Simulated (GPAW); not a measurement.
# CdTe (F-43m) in GPAW: reference runs

How does CdTe come out in PBE? The cell is run as given and disturbed.

All numbers are computed with GPAW 26.7.0; they aren't measurements. Logs are shortened: lines on timing, memory, paths and dates and some standing lists are left out, and cuts for length are marked. The log counts tension as positive stress, the text compression.

**What was measured.**

A printed reference work, data compilation reports, for a bulk crystal of CdTe at 0 K: band gap 1.607 eV.

The runs below are set against these values where they give the same quantity.

### 1 Starting point

It takes space group F-43m (No. 216, cubic). Conventional cell: a = 6.410 Å, b = 6.410 Å, c = 6.410 Å, α = 90.00°, β = 90.00°, γ = 90.00°. Te (site symmetry -43m) has 4 Cd at 2.78 Å as nearest neighbours. Cd (site symmetry -43m) has 4 Te at 2.78 Å as nearest neighbours.

### 2 Single point, PBE

run.py

```python
from ase import Atoms
from ase.dft.bandgap import bandgap
from ase.io import write
from ase.units import GPa
from gpaw import GPAW, PW

atoms = Atoms(['Te', 'Cd'],
              cell=[[0.0, 3.205, 3.205],
                    [3.205, 0.0, 3.205],
                    [3.205, 3.205, 0.0]],
              scaled_positions=[[0.75, 0.75, 0.75],
                                [0.0, 0.0, 0.0]],
              pbc=True)

calc = GPAW(mode=PW(600),
            xc='PBE',
            kpts={'size': (7, 7, 7), 'gamma': True},
            occupations={'name': 'fermi-dirac', 'width': 0.05},
            nbands=18,
            convergence={'density': 1e-05, 'energy': 1e-05},
            maxiter=150,
            txt='gpaw.txt')
atoms.calc = calc
energy = atoms.get_potential_energy()
forces = atoms.get_forces()
stress = atoms.get_stress()
calc.write('gs.gpw')
write('result.traj', atoms)
print(f'Energy: {energy:.6f} eV')
print('Forces (eV/A):')
print(forces.round(4))
print('Stress (GPa):', (stress / GPa).round(3))
print('Fermi level:', round(calc.get_fermi_level(), 4), 'eV')
print(f'Gap: {bandgap(calc)[0]:.4f} eV, direct: {bandgap(calc, direct=True)[0]:.4f} eV')
```

Potentials or basis: GPAW PAW data sets (gpaw-data 1.2.1), pw.

Command:

```sh
OMP_NUM_THREADS=1 python run.py
```

gpaw.txt:

```text
__  _  _
 | _ |_)|_||  |
 |__||  | ||/\| - 26.7.0

Input parameters:
  mode=PW(ecut=600.0),
  convergence={'density': 1e-05, 'energy': 1e-05},
  kpts=MonkhorstPack(size=(7, 7, 7), gamma=True),
  maxiter=150,
  nbands=18,
  occupations=Occupations(name='fermi-dirac', width=0.05),
  xc=XC(name='PBE')

Diagonalizing LCAO Hamiltonian
Converting LCAO to pw mode

                      Te

       Cd

Atoms  # Å, Bohr magnetons
|   | symbol |        x |        y |        z |    initial magnetic moments |
|---|--------|----------|----------|----------|-----------------------------|
| 0 |     Te | 4.807500 | 4.807500 | 4.807500 | ( 0.0000,  0.0000,  0.0000) |
| 1 |     Cd | 0.000000 | 0.000000 | 0.000000 | ( 0.0000,  0.0000,  0.0000) |

Unit cell  # Å
| periodic |        x |        y |        z |  lengths |    angles |
|----------|----------|----------|----------|----------|-----------|
|      yes | 0.000000 | 3.205000 | 3.205000 | 4.532554 | 60.000000 |
|      yes | 3.205000 | 0.000000 | 3.205000 | 4.532554 | 60.000000 |
|      yes | 3.205000 | 3.205000 | 0.000000 | 4.532554 | 60.000000 |

Number of symmetries: 24
Symmetry operations  # r_c * U_cc + t_c -> r_c
|    | kind |            matrix            |
|----|------|------------------------------|
|  0 |  E   |  1, 0, 0,  0, 1, 0,  0, 0, 1 |
|  1 |  σ   |  1, 0, 0,  0, 0, 1,  0, 1, 0 |
|  2 |  σ   |  1, 0,-1,  0, 1,-1,  0, 0,-1 |
|  3 |  C3  |  1, 0,-1,  0, 0,-1,  0, 1,-1 |
|  4 |  C3  |  1,-1, 0,  0,-1, 1,  0,-1, 0 |
|  5 |  σ   |  1,-1, 0,  0,-1, 0,  0,-1, 1 |
|  6 |  σ   |  0, 1, 0,  1, 0, 0,  0, 0, 1 |
|  7 |  C3  |  0, 1, 0,  0, 0, 1,  1, 0, 0 |
|  8 |  C2  |  0, 1,-1,  1, 0,-1,  0, 0,-1 |
|  9 |  S4  |  0, 1,-1,  0, 0,-1,  1, 0,-1 |
| 10 |  C3  |  0, 0, 1,  1, 0, 0,  0, 1, 0 |
| 11 |  σ   |  0, 0, 1,  0, 1, 0,  1, 0, 0 |
| 12 |  S4  |  0, 0,-1,  1, 0,-1,  0, 1,-1 |
| 13 |  C3  |  0, 0,-1,  0, 1,-1,  1, 0,-1 |
| 14 |  S4  |  0,-1, 1,  1,-1, 0,  0,-1, 0 |
| 15 |  C2  |  0,-1, 1,  0,-1, 0,  1,-1, 0 |
| 16 |  C3  |  0,-1, 0,  1,-1, 0,  0,-1, 1 |
| 17 |  S4  |  0,-1, 0,  0,-1, 1,  1,-1, 0 |
| 18 |  S4  | -1, 1, 0, -1, 0, 1, -1, 0, 0 |
| 19 |  C3  | -1, 1, 0, -1, 0, 0, -1, 0, 1 |
| 20 |  C3  | -1, 0, 1, -1, 1, 0, -1, 0, 0 |
| 21 |  S4  | -1, 0, 1, -1, 0, 0, -1, 1, 0 |
| 22 |  σ   | -1, 0, 0, -1, 1, 0, -1, 0, 1 |
| 23 |  C2  | -1, 0, 0, -1, 0, 1, -1, 1, 0 |

BZ-sampling:
  Number of BZ points: 343
  Number of IBZ points: 20

  Monkhorst-Pack size: [7, 7, 7]
  Monkhorst-Pack shift: [0, 0, 0]

K-points  # in reciprocal-cell coordinates
|     |                                coordinates |     weight |
|-----|--------------------------------------------|------------|
|   0 | (  0.00000000,   0.00000000,   0.00000000) | 0.00291545 |
|   1 | (  0.14285714,   0.14285714,   0.00000000) | 0.01749271 |
|   2 | (  0.14285714,   0.14285714,   0.14285714) | 0.02332362 |
|   3 | (  0.28571429,   0.14285714,   0.14285714) | 0.03498542 |
|   4 | (  0.28571429,   0.28571429,   0.00000000) | 0.01749271 |
|   5 | (  0.28571429,   0.28571429,   0.14285714) | 0.06997085 |
|   6 | (  0.28571429,   0.28571429,   0.28571429) | 0.02332362 |
|   7 | (  0.42857143,  -0.28571429,  -0.28571429) | 0.03498542 |
|   8 | (  0.42857143,   0.28571429,  -0.42857143) | 0.13994169 |
|   9 | (  0.42857143,   0.28571429,  -0.28571429) | 0.06997085 |
| ... |                                            |            |
|  19 | (  0.42857143,   0.42857143,   0.42857143) | 0.02332362 |

Plane wave coefficients: 2213
Cutoff: 600.0 eV

Spin-components: 1 (collinear spins)
Bands:           18
Projectors:      11
Spin-degeneracy: 2
Datatype:        complex128

Density:
  Valence electrons: 18.0
  Components: 1
  Grid points: [27 27 27]
  Charge: 0.0  # |e|

Potential:
  Grid points: [27 27 27]

species:
  Te:
    name:    Tellurium
    Z:       52.0
    valence: 6
    core:    46
    charge:  0.0  # [|e|]
    compensation charges:
      type: gauss
      rc: 0.36  # [Å]
      lmax: 2
    cutoffs:
      filter: 2.09  # [Å]
      core: 3.17  # [Å]
    projectors
    | kind |    occ | energy [eV] | rcut [Å] |
    |------|--------|-------------|----------|
    |   5s |  2.000 |     -15.089 |    1.180 |
    |   5p |  4.000 |      -5.955 |    1.196 |
    |    s |        |      12.123 |    1.180 |
    |    p |        |      21.256 |    1.196 |
    |    d |        |       0.000 |    1.238 |

    Using partial waves for Te as LCAO basis

  Cd:
    name:    Cadmium
    Z:       48.0
    valence: 12
    core:    36
    charge:  0.0  # [|e|]
    compensation charges:
      type: gauss
      rc: 0.38  # [Å]
      lmax: 2
    cutoffs:
      filter: 2.12  # [Å]
      core: 2.62  # [Å]
    projectors
    | kind |    occ | energy [eV] | rcut [Å] |
    |------|--------|-------------|----------|
    |   5s |  2.000 |      -5.655 |    1.191 |
    |   5p |  0.000 |      -1.186 |    1.228 |
    |   4d | 10.000 |     -11.739 |    1.164 |
    |    s |        |      21.556 |    1.191 |
    |    p |        |      26.026 |    1.228 |
    |    d |        |      15.473 |    1.164 |

    Using partial waves for Cd as LCAO basis

Reference energy: -336963.801770  # eV

eigensolver:
  PPCG
  Converge bands: occupied
  niter=2

density mixing:
  MSR1-Mixer
  Pratt-step length: 0.05
  Maximum mixing coefficient: 0.75
  Old densities: 10
  SVD Regularization: 0.005
  Good broyden scale: 1.0
  Trust region scale: 1.0
  Backstep threshold: 4.0
  History deletion threshold: 6.0
  Fourier metric: weight=20.0, sigma=0.015

occupation numbers:
  Fermi-Dirac:
    width: 0.0500  # eV

poisson solver:
  ecut: 4800.0  # eV

xc functional:
  name: PBE with 2 nearest neighbor stencil

convergence criteria:
- Maximum integral of absolute [dens]ity change: 1e-05 electrons / valence electron
- Maximum [total energy] change in last 3 cyles: 1e-05 eV / valence electron
- Maximum integral of absolute [eigenst]ate change: 4e-08 eV^2 / valence electron
maximum number of iterations: 150

SCF iterations
|iter     | |      energy | eigst |  dens |
|---------|-|-------------|-------|-------|
|iter:   1| |   -5.224094 | -0.35 |       |
|iter:   2| |   -5.180483 | -2.35 | -1.25 |
|iter:   3| |   -5.012910 | -1.76 | -1.30 |
|iter:   4| |   -5.011877 | -3.30 | -1.78 |
|iter:   5| |   -5.011535 | -3.79 | -2.23 |
|iter:   6| |   -5.011575 | -5.47 | -2.93 |
|iter:   7| |   -5.011579c| -6.69 | -3.55 |
|iter:   8| |   -5.011579c| -7.82c| -4.44 |
|iter:   9| |   -5.011579c| -8.39c| -5.29c|

Converged in 9 steps
Energy contributions relative to reference atoms: (reference = -336963.801770)

Energy contributions:
  Kinetic:          22.188501
  Coulomb:         -20.046611
  Zero:              0.257853
  External:          0.000000
  Xc:               -7.411321
  Entropy:          -0.000002
  Spinorbit:         0.000000
  ----------------------------
  Free energy:      -5.011580
  Extrapolated:     -5.011579

dipole moment: (-16.516115, -16.516115, -16.516115)  # |e|*Ang

Fermi level: 4.553
Eigenvalues  # (at kpt = [0.000, 0.000, 0.000])
| band index |      eig [eV] | occ [0-2] |
|------------|---------------|-----------|
|          0 |        -7.269 |     2.000 |
|          1 |        -4.271 |     2.000 |
|          2 |        -4.271 |     2.000 |
|          3 |        -4.271 |     2.000 |
|          4 |        -3.983 |     2.000 |
|          5 |        -3.983 |     2.000 |
|          6 |         4.087 |     2.000 |
|          7 |         4.087 |     2.000 |
|          8 |         4.087 |     2.000 |
|          9 |         4.958 |     0.001 |
|         10 |         8.660 |     0.000 |
|         11 |         8.660 |     0.000 |
|         12 |         8.660 |     0.000 |
|         13 |        11.599 |     0.000 |
|         14 |        13.622 |     0.000 |
|         15 |        13.622 |     0.000 |
|         16 |        14.187 |     0.000 |
|         17 |        14.187 |     0.000 |

Gap: 0.871 eV
Transition (v -> c):
  (s=0, k=0, n=8, [0.00, 0.00, 0.00]) -> (s=0, k=0, n=9, [0.00, 0.00, 0.00])
No difference between direct/indirect transitions

Forces  # eV/Ang
|       x |        y |        z |
|---------|----------|----------|
| 0.00000 | -0.00000 | -0.00000 |  # Te   0
| 0.00000 | -0.00000 | -0.00000 |  # Cd   1

Stress tensor  # eV/Ang^3
|         x |         y |         z |
|-----------|-----------|-----------|
| -0.023806 |  0.000000 |  0.000000 |
|  0.000000 | -0.023806 |  0.000000 |
|  0.000000 |  0.000000 | -0.023806 |

# Writing to gs.gpw (mode='')
```

It took 25 s on 1 thread of Intel Xeon Platinum 8259CL at 2.50GHz (Skylake/Cascade Lake), shared host; peak memory 0.17 GiB.

Results:

```
Free energy            : -5.0116 eV
Pressure               : 3.8 GPa
Band gap on the k mesh : 0.87 eV, direct
```

Levels at points of the mesh, in eV from the valence-band top:
```csv
k point,band 5,band 6,band 7,band 8,band 9,band 10,band 11,band 12,band 13,band 14
"(0.00, 0.00, 0.00)",-8.07,-8.07,0.00,0.00,0.00,0.87,4.57,4.57,4.57,7.51
```

Caveat: spin-orbit coupling is left out, which moves the levels of the heavy elements.

### 3 Single point, PBE (atoms moved at random, drawn with an rms of 0.05 Å)

Edit run.py of step 2 so:

```diff
@@ -1,4 +1,3 @@
-from ase import Atoms
 from ase.dft.bandgap import bandgap
-from ase.io import write
+from ase.io import read, write
 from ase.units import GPa
@@ -6,9 +5,3 @@
 
-atoms = Atoms(['Te', 'Cd'],
-              cell=[[0.0, 3.205, 3.205],
-                    [3.205, 0.0, 3.205],
-                    [3.205, 3.205, 0.0]],
-              scaled_positions=[[0.75, 0.75, 0.75],
-                                [0.0, 0.0, 0.0]],
-              pbc=True)
+atoms = read('POSCAR')
```

POSCAR

```
CdTe
1.0
    0.0000000000      3.2050000000      3.2050000000
    3.2050000000      0.0000000000      3.2050000000
    3.2050000000      3.2050000000      0.0000000000
Te Cd
1 1
Direct
    0.7430070000      0.7410670000      0.7510590000
    0.0049460000      0.0017800000     -0.0076110000
```

Potentials or basis: GPAW PAW data sets (gpaw-data 1.2.1), pw.

Command:

```sh
OMP_NUM_THREADS=1 python run.py
```

gpaw.txt:

```text
__  _  _
 | _ |_)|_||  |
 |__||  | ||/\| - 26.7.0

Input parameters:
  mode=PW(ecut=600.0),
  convergence={'density': 1e-05, 'energy': 1e-05},
  kpts=MonkhorstPack(size=(7, 7, 7), gamma=True),
  maxiter=150,
  nbands=18,
  occupations=Occupations(name='fermi-dirac', width=0.05),
  xc=XC(name='PBE')

Diagonalizing LCAO Hamiltonian
Converting LCAO to pw mode

                      Te

       Cd

Atoms  # Å, Bohr magnetons
|   | symbol |         x |         y |        z |    initial magnetic moments |
|---|--------|-----------|-----------|----------|-----------------------------|
| 0 |     Te |  4.782264 |  4.788482 | 4.756457 | ( 0.0000,  0.0000,  0.0000) |
| 1 |     Cd | -0.018688 | -0.008541 | 0.021557 | ( 0.0000,  0.0000,  0.0000) |

Unit cell  # Å
| periodic |        x |        y |        z |  lengths |    angles |
|----------|----------|----------|----------|----------|-----------|
|      yes | 0.000000 | 3.205000 | 3.205000 | 4.532554 | 60.000000 |
|      yes | 3.205000 | 0.000000 | 3.205000 | 4.532554 | 60.000000 |
|      yes | 3.205000 | 3.205000 | 0.000000 | 4.532554 | 60.000000 |

Number of symmetries: 1
Symmetry operations  # r_c * U_cc + t_c -> r_c
|   | kind |            matrix            |
|---|------|------------------------------|
| 0 |  E   |  1, 0, 0,  0, 1, 0,  0, 0, 1 |

BZ-sampling:
  Number of BZ points: 343
  Number of IBZ points: 172

  Monkhorst-Pack size: [7, 7, 7]
  Monkhorst-Pack shift: [0, 0, 0]

K-points  # in reciprocal-cell coordinates
|     |                                coordinates |     weight |
[... 111 lines left out ...]
convergence criteria:
- Maximum integral of absolute [dens]ity change: 1e-05 electrons / valence electron
- Maximum [total energy] change in last 3 cyles: 1e-05 eV / valence electron
- Maximum integral of absolute [eigenst]ate change: 4e-08 eV^2 / valence electron
maximum number of iterations: 150

SCF iterations
|iter     | |      energy | eigst |  dens |
|---------|-|-------------|-------|-------|
|iter:   1| |   -5.212027 | -0.35 |       |
|iter:   2| |   -5.168076 | -2.35 | -1.25 |
|iter:   3| |   -4.999077 | -1.75 | -1.29 |
|iter:   4| |   -4.998060 | -3.30 | -1.78 |
|iter:   5| |   -4.997726 | -3.79 | -2.23 |
|iter:   6| |   -4.997766 | -5.48 | -2.93 |
|iter:   7| |   -4.997770c| -6.67 | -3.55 |
|iter:   8| |   -4.997770c| -7.84c| -4.45 |
|iter:   9| |   -4.997770c| -8.40c| -5.26c|

Converged in 9 steps
Energy contributions relative to reference atoms: (reference = -336963.801770)

Energy contributions:
  Kinetic:          22.347878
  Coulomb:         -20.178854
  Zero:              0.257454
  External:          0.000000
  Xc:               -7.424247
  Entropy:          -0.000002
  Spinorbit:         0.000000
  ----------------------------
  Free energy:      -4.997771
  Extrapolated:     -4.997770

dipole moment: (4.197469, 4.376474, -16.588790)  # |e|*Ang

Fermi level: 4.563
Eigenvalues  # (at kpt = [0.000, 0.000, 0.000])
| band index |      eig [eV] | occ [0-2] |
|------------|---------------|-----------|
|          0 |        -7.276 |     2.000 |
|          1 |        -4.312 |     2.000 |
|          2 |        -4.277 |     2.000 |
|          3 |        -4.242 |     2.000 |
|          4 |        -3.991 |     2.000 |
|          5 |        -3.988 |     2.000 |
[... 10 lines left out ...]
|         16 |        14.146 |     0.000 |
|         17 |        14.215 |     0.000 |

Gap: 0.825 eV
Transition (v -> c):
  (s=0, k=0, n=8, [0.00, 0.00, 0.00]) -> (s=0, k=0, n=9, [0.00, 0.00, 0.00])
No difference between direct/indirect transitions

Forces  # eV/Ang
|        x |        y |        z |
|----------|----------|----------|
|  0.02089 |  0.04630 |  0.37038 |  # Te   0
| -0.02089 | -0.04629 | -0.37038 |  # Cd   1

Stress tensor  # eV/Ang^3
|         x |         y |         z |
|-----------|-----------|-----------|
| -0.024620 |  0.008308 |  0.001079 |
|  0.008308 | -0.024611 |  0.000545 |
|  0.001079 |  0.000545 | -0.023925 |

# Writing to gs.gpw (mode='')
```

Run time: 2.9 min. Hardware: 1 thread of Intel Xeon Platinum 8259CL at 2.50GHz (Skylake/Cascade Lake), shared host; peak memory 0.34 GiB.

What came out:

```yaml
Free_energy: -4.9978 eV
Pressure: 3.9 GPa
Largest_force: 0.374 eV/Å
Band_gap_on_the_k_mesh: 0.83 eV, direct
```

Forces on the atoms (eV/Å):
```
Te   0.021  0.046  0.370
Cd  -0.021 -0.046 -0.370
```

Stress tensor (GPa, compression positive):
```
 3.94 -1.33 -0.17
-1.33  3.94 -0.09
-0.17 -0.09  3.83
```

Levels at points of the mesh, in eV from the valence-band top:
| k point | band 5 | band 6 | band 7 | band 8 | band 9 | band 10 | band 11 | band 12 | band 13 | band 14 |
| --- | --- | --- | --- | --- | --- | --- | --- | --- | --- | --- |
| (0.00, 0.00, 0.00) | -8.13 | -8.12 | -0.11 | -0.05 | 0.00 | 0.83 | 4.48 | 4.52 | 4.58 | 7.46 |

Caveat: spin-orbit coupling is left out, which moves the levels of the heavy elements.

### 4 How close it comes

Step 2. Measured gap of CdTe: 1.607 eV (0 K; a printed reference work, data compilation). This calculation gives 0.87 eV (-0.74 eV). Spin-orbit coupling on Cd, Te is left out. The value is that of PBE, without temperature or zero-point motion. Semilocal functionals fall short of measured gaps as a rule.
